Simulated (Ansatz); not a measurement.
# MoS2 (P-3m1) in Ansatz: further runs

One crystal, MoS2, is run at these levels: PBEsol; tasks: density of states, phonons, elastic constants.

All numbers are computed with Ansatz 0.2.0; they aren't measurements. Logs are shortened: lines on timing, memory, paths and dates and some standing lists are left out, and cuts for length are marked.

## 1. Starting point

Symmetry: P-3m1, No. 164, trigonal system. Conventional cell: a = 3.227 Å, b = 3.227 Å, c = 6.312 Å, α = 90.00°, β = 90.00°, γ = 120.00°. Mo (site symmetry -3m) has 6 S at 2.42 Å as nearest neighbours. Around S (site symmetry 3m) lie 3 Mo at 2.42 Å.

Measurements of this composition are mostly on another form, of space group No. 194.

## 2. Density of states, PBEsol

File input.yaml:

```yaml
crystal:
  lattice:
    - [3.2274645616, 0.0, 0.0]
    - [-1.6137322808, 2.7950663001, 0.0]
    - [0.0, 0.0, 6.31247342]
  atoms:
    - { symbol: Mo, position: [0.0, 0.0, 0.5] }
    - { symbol: S, position: [0.6666666667, 0.3333333333, 0.74468068] }
    - { symbol: S, position: [0.3333333333, 0.6666666667, 0.25531932] }
kpoints:
  mp_grid: { grid: [9, 9, 4] }
scf:
  occupations: { method: fermi_dirac, width: 0.05 }
hamiltonian:
  xc: pbesol
  pseudopotentials: { kind: all_electron, datasets: crystal }
output:
  forces: true
  stress: true
  eigenvalues: true
  dos: { projected: false, de: 0.2, e_range: [-20, 8] }
  elf: true
  volumetric_format: npy
```

Potentials or basis: all-electron PAW datasets made for the crystal.

Run with:

```
> ansatz run input.yaml --threads 2 --pin off --max-ram 8192MiB --backend cpu --events-out ev --progress --plain --runs-dir out
```

Output:

```text
Warning: RAYON_NUM_THREADS=2 ignored (pool sized by the plan → 2); use --threads N
hamiltonian.pseudopotentials.datasets: crystal makes datasets for this crystal and solves the spheres of its atoms anew in each pass: cutoff 340.0 eV, the density's 1360.0 eV; for an error of 0.50 meV an atom under PBE, 1.5 meV for the cell; an energy difference from a run of another recipe may be off by several times the error for the cell, under r2SCAN by more, where some 0.1 meV an atom stays at smaller errors; S in spheres of 1.090 Å, 6 of its electrons in bands; Mo in spheres of 1.323 Å, 6 of its electrons in bands, 8 on its site; only band paths and densities of states list, in semicore columns, the levels of the semicore shells that are solved separately: 4s of Mo, 4p of Mo
band count auto-derived: 15 (N_el = 18.0; filled up to band 9; 13 by the electrons, moments and atoms)
Engine: ansatz 0.2.0, aarch64-unknown-linux-gnu
Pseudopotentials: kind: all_electron
Pseudopotential: Mo, paw, valence charge 14, recommended cutoff 340 eV (normal), crystal/all_electron/pbesol/scalar/gaussian/Mo, Koelling and Harmon's equation, gaussian nucleus
Pseudopotential: S, paw, valence charge 6, recommended cutoff 340 eV (normal), crystal/all_electron/pbesol/scalar/gaussian/S, Koelling and Harmon's equation, gaussian nucleus
Functional definition: PBEsol
  exchange = pbesol_x
  correlation = pbesol_c
Crystal: 3 atoms, lattice volume = 56.945 Å³
Basis set: ecut = 340 eV, 799 PW (Γ), exchange–correlation on 40×40×80 points (8 copies of the dense FFT grid, shifted against one another)
Bands: 15, of which v1, the nominal top of the filled ones, is band 9 counted from 1 (8 counted from 0)
Symmetry: 12 space group operations
Space group: P-3m1 (ITA 164), of the structure as read, at distance tolerance 3.8e-5 Å
k-points: 43 of 324
Non-local potential: Mo, projectors of the file, l = 0: 1, l = 1: 1, l = 2: 2
Non-local potential: S, projectors of the file, l = 0: 1, l = 1: 1, l = 2: 2
PAW form: soft (Blöchl's): semilocal exchange-correlation on the pseudo side does not see the compensation charge
PAW one-centre angular grid: Mo, 590 points (default); XC on its mesh's 1871 points in the sphere
PAW one-centre angular grid: S, 110 points (default); XC on its mesh's 1911 points in the sphere
Initial density: superposition of atomic densities (neutral atoms: chi_scale 0, normalization atom)
Initial wavefunctions: pseudopotential atomic-orbital guess
Functional: x = pbesol(κ = 0.804, μ = 0.12345679012345678), c = pbesol(β = 0.046)
iter 1 solved again at ethr=4.09e-2 eV; its pass at ethr=1.00e-1 eV (dr2=7.36e0 eV) is discarded
SCF iter   1: F=—  HF=-131814.059693 eV  |F-HF|=—  |Δ(HF+E_count)|=         —  Δρ=9.58e-2  dr2=8.59e0  ethr=4.09e-2  ⟨swp⟩=2.1  Hψ=3756  notcnv=0
preconditioner: auto → Kerker (q_TF=auto, 2.252 Å⁻¹)  [metal: Δε(μ)=0.075 eV  Ē_g=10.089 eV  σ=0.050 eV  W_gap=0.33  n_scr=10 (ndim 8)  ℏωp=20.9 eV  f_vac=0.000  D(μ)=1.58/eV (n_scr^D=4)]
iter 2 solved again at ethr=2.75e-3 eV; its pass at ethr=4.09e-2 eV (dr2=4.96e-1 eV) is discarded
SCF iter   2: F=—  HF=-131812.534722 eV  |F-HF|=—  |Δ(HF+E_count)|=    1.52e0  Δρ=2.82e-2  dr2=4.87e-1  ethr=2.75e-3  ⟨swp⟩=3.4  Hψ=2774  notcnv=0  defer=5
SCF iter   3: F=—  HF=-131812.421207 eV  |F-HF|=—  |Δ(HF+E_count)|=   1.14e-1  Δρ=1.28e-2  dr2=2.44e-1  ethr=2.70e-3  ⟨swp⟩=3.0  Hψ=1529  notcnv=0  defer=2
SCF iter   4: F=—  HF=-131812.391684 eV  |F-HF|=—  |Δ(HF+E_count)|=   2.95e-2  Δρ=5.65e-3  dr2=3.15e-2  ethr=1.36e-3  ⟨swp⟩=3.0  Hψ=1651  notcnv=0  defer=7
SCF iter   5: F=—  HF=-131812.387011 eV  |F-HF|=—  |Δ(HF+E_count)|=   4.67e-3  Δρ=1.94e-3  dr2=8.23e-3  ethr=1.75e-4  ⟨swp⟩=3.3  Hψ=1461  notcnv=0  defer=9
SCF iter   6: F=—  HF=-131812.387465 eV  |F-HF|=—  |Δ(HF+E_count)|=   4.54e-4  Δρ=8.36e-4  dr2=2.08e-3  ethr=4.57e-5  ⟨swp⟩=2.2  Hψ=1111  notcnv=0  defer=2
SCF iter   7: F=—  HF=-131812.387392 eV  |F-HF|=—  |Δ(HF+E_count)|=   7.33e-5  Δρ=2.79e-4  dr2=2.04e-4  ethr=1.16e-5  ⟨swp⟩=2.2  Hψ=1409  notcnv=0  defer=2
SCF iter   8: F=—  HF=-131812.387429 eV  |F-HF|=—  |Δ(HF+E_count)|=   3.66e-5  Δρ=7.72e-5  dr2=8.17e-6  ethr=1.13e-6  ⟨swp⟩=3.1  Hψ=1186  notcnv=0  defer=2
SCF iter   9: F=—  HF=-131812.387434 eV  |F-HF|=—  |Δ(HF+E_count)|=   5.09e-6  Δρ=3.06e-5  dr2=9.03e-7  ethr=4.54e-8  ⟨swp⟩=3.4  Hψ=1415  notcnv=0  defer=1
SCF iter  10: F=-131812.387434 eV  HF=-131812.387434 eV  |F-HF|=1.90e-8  |Δ(HF+E_count)|=   3.46e-7  Δρ=5.37e-6  dr2=2.44e-8  ethr=5.01e-9  ⟨swp⟩=2.9  Hψ=1137  notcnv=0  defer=1
SCF 1 converged in 10 iterations: F = -131812.387432 eV  dr2 = 2.44e-8
  Residual-converged pass: ⟨swp⟩=4.6  Hψ=1826  notcnv=0  max |occ|·‖R‖ = 6.4e-6 eV (tolerance 6.5e-6 eV)  dr2=2.80e-8  dr2_onsite=7.04e-9  max |Δocc| = 8.8e-9
SCF converged after 10 iterations
Free energy (F): -131812.387432 eV
Harris-Foulkes:  -131812.387432 eV  (|F-HF|=1.90e-8)
Internal energy: -131812.378710 eV  (E = F + TS)
E sigma→0 (E₀):  -131812.383071 eV
Entropy (-TS):   -0.008722 eV (-2.907 meV/atom)
Past the cutoff: the bands carry plane waves up to 1.75 times it, of which those up to 1.5 times it add -0.000140 eV an atom, each by itself; the spheres take 0.000064 eV an atom off the energy for waves past 1.75 times it
By the cutoff:   a pressure is off by up to 0.005 GPa (1.2 times the spheres' own share and the shells' term, over an atom's volume, and 0.004 GPa: a bound that held against runs at twice the plane waves)
Past the cutoffs: a stress includes 0.0008 GPa for waves and charges beyond them, in addition to the slope of what the spheres take
In the spheres:  the bands' charges fall short by 2.4e-7 e at most (sound up to 1e-3), those of shells solved beside the bands by 4.5e-7 e (sound up to 5e-4)
Fermi energy:    11.261702 eV
--- Per-component energies (eV) ---
  E_band       = 98.785431
  E_kinetic    = 339.310531
  E_local      = -1628.517346  (includes V_loc(G=0)·N_el)
  E_nonlocal   = -8.830741
  E_hartree    = 845.039806
  E_xc         = -258.908262
  E_vxc        = -281.682117  (∫ρ·V_xc dr)
  E_paw        = -132841.336776  (= ΣΔE_a)
  E_vpaw       = -3305.722862  (= ΣTr[D̂ρ^β])
  E_ewald      = -1553.281402
  E_smearing   = -0.008722  (= −TS)
  E_closure    = 3294.145478  (closes the sum)
  Σ components = -131812.387432   (vs F -131812.387432, Δ=0.00e0)
  The terms above E_closure are by the made datasets' own strengths, without shells solved beside the bands.
--- Forces (eV/Å), atoms counted from 1 ---
  atom   1  Mo     0.00000000     0.00000000     0.00000000
  atom   2  S      0.00000000    -0.00000000     0.01995440
  atom   3  S      0.00000000     0.00000000    -0.01995440
  max |Σ_I F_I| component: 3.47e-18 eV/Å
--- Stress (GPa, compression-positive) ---
       -4.671062       0.000000       0.000000
        0.000000      -4.671062      -0.000000
       -0.000000      -0.000000      -0.964516
  P = ⅓ Tr σ = -3.4355 GPa (-34.355 kbar)
  It holds what live shells' own plane waves past their cutoff add
--- Band table (eV; the first three rows and the last of 43) ---
  k-point 0: bands = ["-3.5560", "-2.0940", "4.5715", "7.2331", "7.2331", "9.4482", "10.1844", "10.3099", "10.3099", "10.9699", "10.9699", "14.4733", "14.4733"]
  k-point 1: bands = ["-3.4738", "-2.2342", "4.9121", "7.2377", "7.2377", "8.4383", "10.3067", "10.3067", "10.8705", "10.9355", "10.9355", "14.5526", "14.5526"]
  k-point 2: bands = ["-3.3715", "-2.3922", "5.3663", "7.2423", "7.2423", "7.6654", "10.3036", "10.3036", "10.9020", "10.9020", "11.2004", "14.6326", "14.6326"]
  k-point 42: bands = ["-1.4513", "-1.4513", "5.6916", "5.6916", "6.0528", "7.4690", "7.4690", "7.4775", "11.6266", "11.6266", "11.8923", "14.8734", "14.8734"]
```

It took 6.7 s on 2 threads of Arm Neoverse V2, shared host; peak memory 0.71 GiB.

What came out:

* Free energy: -131812.3874 eV
* Pressure: -3.4 GPa
* Largest force: 0.020 eV/Å
* Band gap on the k mesh: none (metal or under the smearing width)

Forces in eV/Å, atoms in the order of the input:
```
Mo   0.000  0.000  0.000
S    0.000  0.000  0.020
S    0.000  0.000 -0.020
```

Levels at points of the mesh, in eV from the Fermi level:
| k point | band 7 | band 8 | band 9 | band 10 | band 11 | band 12 |
| --- | --- | --- | --- | --- | --- | --- |
| (0.00, 0.00, 0.00) | -1.08 | -0.95 | -0.95 | -0.29 | -0.29 | 3.21 |
| (0.00, 0.00, -0.50) | -0.96 | -0.96 | -0.36 | -0.36 | -0.06 | 3.37 |

States per cell in windows of 0.5 eV (zero at the Fermi level; states under -8 eV left out):
```
from (eV)  total
     -8.0   0.00
     -7.5   0.00
     -7.0   0.20
     -6.5   0.70
     -6.0   1.30
     -5.5   1.37
     -5.0   1.03
     -4.5   1.98
     -4.0   1.46
     -3.5   0.94
     -3.0   1.38
     -2.5   0.97
     -2.0   0.66
     -1.5   0.65
     -1.0   0.90
     -0.5   0.41
      0.0   1.03
      0.5   1.49
      1.0   1.18
      1.5   0.33
      2.0   0.35
      2.5   1.37
      3.0   1.00
      3.5   0.79
      4.0   0.48
      4.5   0.02
      5.0   0.10
      5.5   0.27
      6.0   0.69
      6.5   0.90
      7.0   1.13
      7.5   0.78
```

Caveat: the program warned that the printed levels may be off, so bands, gaps and densities of states are rough; this functional lacks dispersion, which binds the layers, so the pressure and a relaxed spacing across them are unreliable; the density of states is complete only up to the lowest level of the last band computed.

## 3. Phonons, PBEsol

Edit input.yaml of step 2 so:

```diff
@@ -15,9 +15,6 @@
   xc: pbesol
-  pseudopotentials: { kind: all_electron, datasets: crystal }
-output:
-  forces: true
-  stress: true
-  eigenvalues: true
-  dos: { projected: false, de: 0.2, e_range: [-20, 8] }
-  elf: true
-  volumetric_format: npy
+  pseudopotentials: { kind: all_electron, lapw: { basis_error: 0.002 } }
+output: {}
+phonons:
+  method: fd
+  supercell: [1, 1, 1]
```

Potentials or basis: all-electron LAPW, scalar-relativistic.

Run with:

```
> ansatz run input.yaml --threads 2 --pin off --max-ram 8192MiB --backend cpu --events-out ev --progress --plain --runs-dir out
```

Output:

```text
Warning: RAYON_NUM_THREADS=2 ignored (pool sized by the plan → 2); use --threads N
LAPW: plane waves up to 8.175 Å⁻¹, error target 2.0e-3 eV per atom; small_component_spin mean_spin; S in spheres of 1.039 Å, 14 of its electrons in bands, Dirac shells []; Mo in spheres of 1.309 Å, 30 of its electrons in bands, Dirac shells [] (how accurate: hamiltonian.pseudopotentials.lapw.basis_error, Limitations)
[... 2 set-up lines as earlier in the session ...]
Pseudopotential: Mo, LAPW, valence charge 30, lapw/all_electron/scalar/gaussian/Mo, Koelling and Harmon's equation, gaussian nucleus
Pseudopotential: S, LAPW, valence charge 14, lapw/all_electron/scalar/gaussian/S, Koelling and Harmon's equation, gaussian nucleus
[... 1 set-up line as earlier in the session ...]
[... 86 lines left out ...]
  k-point 42: bands = ["-365.0694", "-365.0694", "-365.0365", "-207.2419", "-207.2419", "-207.2124", "-207.2124", "-207.2052", "-194.3941", "-194.3941", "-139.4690", "-139.4690", "-139.4690", "-139.4690", "-139.4221", "-139.4221", "-50.3799", "-24.6654", "-24.6654", "-24.4014", "-1.4513", "-1.4513", "5.6916", "5.6916", "6.0528", "7.4691", "7.4691", "7.4775", "11.6267", "11.6267", "11.8925", "14.8735", "14.8735", "18.8916", "18.9150"]
--- Phonons: 3 displaced members + reference (amplitude 0.01 Å, Σ member SCF iterations 18) ---
  symmetry images taken by strict's conditions (phonons.symmetry_images: auto; settled by no image being taken that strict refuses)
  ASR residual: 5.659e-3 → 0.000e0 eV/Å²; symmetrization residual: 2.793e-3 eV/Å²
  largest component of a force at the reference: 2.0e-2 eV/Å
  ASR residual per site (eV/Å²): 5.66e-3 2.40e-3 2.40e-3
  Γ frequencies (cm⁻¹): 0.00 0.00 0.00 201.09 201.09 259.58 259.58 358.55 389.76
  density of states and harmonic sums: on the 22×22×10 q-mesh, interpolated from the force constants of a 1×1×1 supercell (no non-analytic term)
  largest difference from the sums on the solved wave vectors: F 4.92e-1 eV, S 7.50e-4 and C_V 2.58e-4 eV/K
  zero-point energy: 0.121318 eV/cell   skipped modes (ω ≤ 0): 18, of them read as no rigid motion or as one in doubt: 15 (5.579e-3 modes/cell left out, lowest 0.00 cm⁻¹)   left out of the sums: 6.89e-4 of the cell's modes: C_V's classical limit lies that fraction below 3 k_B per atom; for a crystal, a wire or a layer, F and S can be off by more, and a phonons.interpolated_qmesh denser along its periods is the remedy for the sampling
```

phdos.tsv:

```text
# omega_inv_cm	omega_thz	g_bin_mean(omega)[modes/inv_cm]
# format = ansatz-phdos/2
# interpolated_qmesh = 22 22 10
# force_constants_supercell = 1 1 1
# lo_to_splitting: not included (the non-analytic LO-TO correction is not applied to the interpolated dynamical matrix; polar crystals: no LO-TO splitting at GAMMA, and LO and other optical branches, acoustic branches and sound speeds, and with them the density of states and the thermodynamics, can be off between the wave vectors that the force constants were sampled on, most near GAMMA; a larger extent of the force constants narrows that region and is not shown to mend the acoustic slopes)
# g_bin_mean(omega): the modes in a bin one row spacing wide, centred on omega, divided by that spacing. A flat band (one whose frequency is the same at every q-point) is counted whole in the row whose bin holds it (on the edge of two bins, in the lower row). The modes of the run's own cell are the sum of g_bin_mean times the row spacing in inv_cm (a plain sum, not the trapezoid rule); for a one-atom cell on a GAMMA-only q-mesh every row is zero, so that sum is 0, not 3
0.000000	0.000000	1.119832e-5
0.779529	0.023370	8.958652e-5
1.559057	0.046739	1.791730e-4
2.338586	0.070109	2.687596e-4
3.118114	0.093479	3.583461e-4
3.897643	0.116848	4.479326e-4
[... 493 lines left out ...]
388.984781	11.661470	1.092724e-2
389.764310	11.684840	2.355204e-3
```

phthermo.tsv:

```text
# format = ansatz-phthermo/1
# interpolated_qmesh = 22 22 10
# force_constants_supercell = 1 1 1
# non_analytic_term = not included (the non-analytic LO-TO correction is not applied to the interpolated dynamical matrix; polar crystals: no LO-TO splitting at GAMMA, and LO and other optical branches, acoustic branches and sound speeds, and with them the density of states and the thermodynamics, can be off between the wave vectors that the force constants were sampled on, most near GAMMA; a larger extent of the force constants narrows that region and is not shown to mend the acoustic slopes)
# zero_point_energy_ev = 1.2131802780e-1
# n_skipped_modes = 18
# share_of_modes_left_out = 6.8870523416e-4
# vibrations_at_or_below_zero_n_entries = 15
# vibrations_at_or_below_zero_modes_per_cell = 5.5785123967e-3
# vibrations_at_or_below_zero_lowest_omega_inv_cm = 0.000
# rigid_motions_known_by = geometry
# t_k	f_vib_ev	s_ev_per_k	c_v_ev_per_k
0.0000	1.2131802780e-1	0.0000000000e0	0.0000000000e0
10.0000	1.2131469846e-1	1.3630807652e-6	3.7313243168e-6
20.0000	1.2127370035e-1	7.7628564725e-6	1.8625145525e-5
30.0000	1.2113861944e-1	2.0352749740e-5	4.7629370182e-5
40.0000	1.2084525539e-1	3.9333410459e-5	8.7814693880e-5
50.0000	1.2033307197e-1	6.3972827658e-5	1.3583988723e-4
[... 93 lines left out ...]
990.0000	-9.6096488567e-1	1.7531999541e-3	7.6756755554e-4
1000.0000	-9.7853552386e-1	1.7609150077e-3	7.6771469185e-4
```

It took 77 s on 2 threads of Arm Neoverse V2, shared host; peak memory 0.49 GiB.

Results:

* Free energy: -131812.3852 eV
* Largest force: 0.020 eV/Å
* Band gap on the k mesh: none (metal or under the smearing width)
* Highest phonon frequency at Γ: 390 cm⁻¹

Forces on the atoms (eV/Å):
```
Mo   0.000  0.000  0.000
S    0.000  0.000  0.020
S    0.000  0.000 -0.020
```

Phonon frequencies in cm⁻¹ (negative: imaginary):
```csv
q point,frequencies
"(0.000, 0.000, 0.000)",0 0 0 201 201 260 260 359 390
```

Caveat: a metal's response needs a denser mesh; this functional lacks dispersion, which binds the layers, so the pressure and a relaxed spacing across them are unreliable.

(Part 1 of 2 ends here.)
